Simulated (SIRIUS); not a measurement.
# In (P6_3/mmc) in SIRIUS: reference runs, part 2 of 2

SIRIUS 7.10.0.

## (3) Single point, PBEsol (atoms moved at random, drawn with an rms of 0.05 Å)

sirius.json reads:

```json
{
  "control": {
    "processing_unit": "cpu",
    "verbosity": 2,
    "num_bands_to_print": 21,
    "print_forces": true,
    "print_stress": true
  },
  "parameters": {
    "electronic_structure_method": "pseudopotential",
    "xc_functionals": ["XC_GGA_X_PBE_SOL", "XC_GGA_C_PBE_SOL"],
    "gk_cutoff": 8.4,
    "pw_cutoff": 16.8,
    "ngridk": [9, 9, 5],
    "shiftk": [0, 0, 0],
    "smearing": "fermi_dirac",
    "smearing_width": 0.0018374661,
    "num_bands": 21,
    "num_mag_dims": 0,
    "num_dft_iter": 100,
    "energy_tol": 1e-08,
    "density_tol": 1e-06
  },
  "iterative_solver": {
    "type": "davidson",
    "min_tolerance": 1e-09,
    "tolerance_scale": [0.1, 0.25]
  },
  "mixer": {
    "type": "anderson",
    "beta": 0.7,
    "max_history": 8
  },
  "settings": {
    "tol_ne": 1e-10,
    "pseudo_grid_cutoff": 6.5
  },
  "unit_cell": {
    "lattice_vectors": [
      [6.303152730837, 0.0, 0.0],
      [-3.151576365419, 5.458690388936, 0.0],
      [0.0, 0.0, 10.410771300221]
    ],
    "atom_coordinate_units": "lattice",
    "atom_types": ["In"],
    "atom_files": {
      "In": "In.json"
    },
    "atoms": {
      "In": [
        [0.670015, 0.335907, 0.749045],
        [0.320374, 0.680221, 0.25626]
      ]
    }
  }
}
```

Potentials or basis: PseudoDojo 0.4.1 PBEsol standard (scalar relativistic).

Command:

```sh
$ upf_to_json In.upf
$ OMP_NUM_THREADS=1 sirius.scf --input=sirius.json --output=out.json --task=0
```

The program printed:

```text
[info] SIRIUS version : 7.10.0
[info] number of MPI ranks           : 1
[info] MPI grid                      : 1 1
[info] maximum number of OMP threads : 1
[fft] FFT context for density and potential
[fft] =====================================
[fft]   comm size                             : 1
[fft]   plane wave cutoff                     : 16.8
[fft]   grid size                             : 36 36 60   total : 77760
[fft]   grid limits                           : -17 18   -17 18   -29 30
[fft]   number of G-vectors within the cutoff : 14368
[fft]   local number of G-vectors             : 14368
[fft]   number of G-shells                    : 1499
[fft] FFT context for coarse grid
[fft] =====================================
[fft]   comm size                             : 1
[fft]   plane wave cutoff                     : 16.8
[fft]   grid size                             : 36 36 60   total : 77760
[fft]   grid limits                           : -17 18   -17 18   -29 30
[fft]   number of G-vectors within the cutoff : 14368
[fft]   local number of G-vectors             : 14368
[fft]   number of G-shells                    : 1499
[unit cell] lattice vectors
[unit cell]   a1 :       6.3031527308      0.0000000000      0.0000000000
[unit cell]   a2 :      -3.1515763654      5.4586903889      0.0000000000
[unit cell]   a3 :       0.0000000000      0.0000000000     10.4107713002
[unit cell] reciprocal lattice vectors
[unit cell]   b1 :       0.9968321530      0.5755213118     -0.0000000000
[unit cell]   b2 :       0.0000000000      1.1510426237      0.0000000000
[unit cell]   b3 :       0.0000000000     -0.0000000000      0.6035273589
[unit cell] unit cell volume :       358.20298370 [a.u.^3]
[unit cell] 1/sqrt(omega)    :         0.05283667
[unit cell] MT volume        :         0.00000000 ( 0.00%)
[unit cell] IT volume        :       358.20298370 (100.00%)
[unit cell] number of atom types : 1
[unit cell] type id : 0 symbol : In mt_radius :  19.390000 num_atoms : 2
[unit cell] total number of atoms : 2
[unit cell] number of symmetry classes : 1
[unit cell] number of PAW atoms : 0
[unit cell] atom id  type id  class id             position                      vector_field
[unit cell] ------------------------------------------------------------------------------------------
[unit cell]      0        0        0      0.67002   0.33591   0.74904      0.00000   0.00000   0.00000
[unit cell]      1        0        0      0.32037   0.68022   0.25626      0.00000   0.00000   0.00000
[unit cell] atom id         position (Cartesian, a.u.)
[unit cell] ---------------------------------------------
[unit cell]      0       3.164570    1.833612    7.798136
[unit cell]      1      -0.124402    3.713116    2.667864
[unit cell] class id : 0 atom id : 0 1
[unit cell] minimum bond length:     6.239992
[unit cell] total number of pseudo wave-functions: 18
[... 286 lines left out ...]
[diagonalize] ik:  199   -0.165480   -0.164792   -0.163120   -0.162534   -0.157728   -0.154251   -0.151086   -0.150522   -0.149926   -0.149230    0.233346    0.256637    0.278598    0.303460    0.489265    0.527767    0.580986    0.607749    0.735585    0.744930    0.764592
[diagonalize] ik:  200   -0.165449   -0.163942   -0.163061   -0.161554   -0.157386   -0.154429   -0.152925   -0.151785   -0.150210   -0.149327    0.174153    0.213937    0.338647    0.377947    0.497303    0.527599    0.550225    0.623660    0.736028    0.753667    0.771811
[diagonalize] ik:  201   -0.164459   -0.163176   -0.161843   -0.160188   -0.157041   -0.156191   -0.155037   -0.153132   -0.151601   -0.150909    0.120140    0.160667    0.436406    0.477736    0.488077    0.532805    0.570070    0.600907    0.767468    0.790900    0.811718
[diagonalize] ik:  202   -0.163285   -0.162504   -0.161447   -0.160292   -0.158209   -0.158124   -0.154641   -0.154143   -0.152638   -0.152225    0.084018    0.124833    0.446932    0.551814    0.555813    0.575924    0.609236    0.625426    0.779554    0.787964    0.870123
[find] Charges and magnetic moments
[find] --------------------------------------------------------------------------------
[find] total charge          : 26.000000
[find] Energy
[find] --------------------------------------------------------------------------------
[find] valence_eval_sum               :      -1.74900951
[find] <rho|V^{XC}>                   :     -23.03523962
[find] <rho|E^{XC}>                   :     -39.63560061
[find] <mag|B^{XC}>                   :       0.00000000
[find] <rho|V^{H}>                    :      55.34323904
[find] one-electron contribution      :     -34.05700893 (Ha),     -68.11401786 (Ry)
[find] hartree contribution           :      27.67161952
[find] xc contribution                :     -39.63560061
[find] ewald contribution             :     -86.57248708
[find] PAW contribution               :       0.00000000
[find] smearing (-TS)                 :      -0.00050584
[find] SCF correction                 :       0.00000126
[find] Total energy                   :    -132.59347584 (Ha),    -265.18695168 (Ry)
[find] Free energy (E-TS)             :    -132.59398168 (Ha),    -265.18796336 (Ry)
[find] band gap (eV)                  :       0.00000000
[find] Efermi                         :       0.37550725
[find] iteration : 12, RMS : 3.252397931390e-07, energy difference : 3.050814711969e-09
[find] Hartree energy of density residual : 1.916107909150e-11
[find] bands are converged : false
[find] iterative solver converged : true
[find] converged after 13 SCF iterations!
[find] Charges and magnetic moments
[find] --------------------------------------------------------------------------------
[find] total charge          : 26.000000
[find] Energy
[find] --------------------------------------------------------------------------------
[find] valence_eval_sum               :      -1.74900951
[find] <rho|V^{XC}>                   :     -23.03523962
[find] <rho|E^{XC}>                   :     -39.63560061
[find] <mag|B^{XC}>                   :       0.00000000
[find] <rho|V^{H}>                    :      55.34323904
[find] one-electron contribution      :     -34.05700893 (Ha),     -68.11401786 (Ry)
[find] hartree contribution           :      27.67161952
[find] xc contribution                :     -39.63560061
[find] ewald contribution             :     -86.57248708
[find] PAW contribution               :       0.00000000
[find] smearing (-TS)                 :      -0.00050584
[find] SCF correction                 :       0.00000126
[find] Total energy                   :    -132.59347584 (Ha),    -265.18695168 (Ry)
[find] Free energy (E-TS)             :    -132.59398168 (Ha),    -265.18796336 (Ry)
[find] band gap (eV)                  :       0.00000000
[find] Efermi                         :       0.37550725
[ground_state] === stress tensor components [kbar] ===
[ground_state] === stress_kin ===
[ground_state] -45699.346066    0.733933   -0.269697
[ground_state]     0.733933-45698.735271    0.112885
[ground_state]    -0.269697    0.112885-45715.299703
[ground_state] === stress_har ===
[ground_state] -7588.900161  -95.607128    4.885982
[ground_state]   -95.607128-7673.996055   -1.970875
[ground_state]     4.885982   -1.970875-7465.196074
[ground_state] === stress_ewald ===
[ground_state] 23668.790535 -160.214960    9.804728
[ground_state]  -160.21496023526.087301   -3.953476
[ground_state]     9.804728   -3.95347623911.458194
[ground_state] === stress_vloc ===
[ground_state]  2557.512876  254.707139  -14.422449
[ground_state]   254.707139 2784.249763    5.814427
[ground_state]   -14.422449    5.814427 2208.855407
[ground_state] === stress_xc ===
[ground_state] -13472.761831   -0.070089    0.007464
[ground_state]    -0.070089-13472.823242   -0.002986
[ground_state]     0.007464   -0.002986-13472.781215
[ground_state] === stress_core ===
[ground_state] 19844.933230   -0.005567    0.008148
[ground_state]    -0.00556719844.929309   -0.003406
[ground_state]     0.008148   -0.00340619845.082449
[ground_state] === stress_nonloc ===
[ground_state] 20703.062436   -1.101461    0.145883
[ground_state]    -1.10146120702.117706   -0.056940
[ground_state]     0.145883   -0.05694020702.403115
[ground_state] === stress_us_nl ===
[ground_state] 20703.062436   -1.101461    0.145883
[ground_state]    -1.10146120702.117706   -0.056940
[ground_state]     0.145883   -0.05694020702.403115
[ground_state] === stress_total ===
[ground_state]    13.291019   -1.558134    0.160060
[ground_state]    -1.558134   11.829510   -0.060371
[ground_state]     0.160060   -0.060371   14.522173
[ground_state] ==== total Forces in Ha/bohr =====
[ground_state] atom:    0, force:      -0.0002541      0.0001038      0.0019636
[ground_state] atom:    1, force:       0.0002541     -0.0001038     -0.0019636
[ground_state] ==== ultrasoft contribution from Qij =====
[ground_state] atom:    0, force:       0.0000000      0.0000000      0.0000000
[ground_state] atom:    1, force:       0.0000000      0.0000000      0.0000000
[ground_state] ==== non-local contribution from Beta-projector =====
[ground_state] atom:    0, force:       0.0004609     -0.0001807     -0.0007087
[ground_state] atom:    1, force:      -0.0004609      0.0001807      0.0007087
[ground_state] ==== contribution from local potential =====
[ground_state] atom:    0, force:       0.0323302     -0.0130649     -0.4042824
[ground_state] atom:    1, force:      -0.0323302      0.0130649      0.4042824
[ground_state] ==== contribution from core density =====
[ground_state] atom:    0, force:      -0.0000005     -0.0000000     -0.0000950
[ground_state] atom:    1, force:       0.0000005      0.0000000      0.0000950
[ground_state] ==== Ewald forces from ions =====
[ground_state] atom:    0, force:      -0.0330471      0.0133501      0.4070404
[ground_state] atom:    1, force:       0.0330471     -0.0133501     -0.4070404
[~DFT_ground_state] local op. applied: 134015
[~DFT_ground_state] evp. work count: 25946.8
[~DFT_ground_state] number of iterative solver steps: 10577
```

Wall time 6.9 min (1 thread of Arm Neoverse V1, shared host); peak memory 1.3 GiB.

What came out:

```yaml
Free_energy: -3608.0660 eV
Pressure: -1.3 GPa
Largest_force: 0.102 eV/Å
Band_gap_on_the_k_mesh: none (metal or under the smearing width)
```

Forces on the atoms (eV/Å):
```
In  -0.013  0.005  0.101
In   0.013 -0.005 -0.101
```
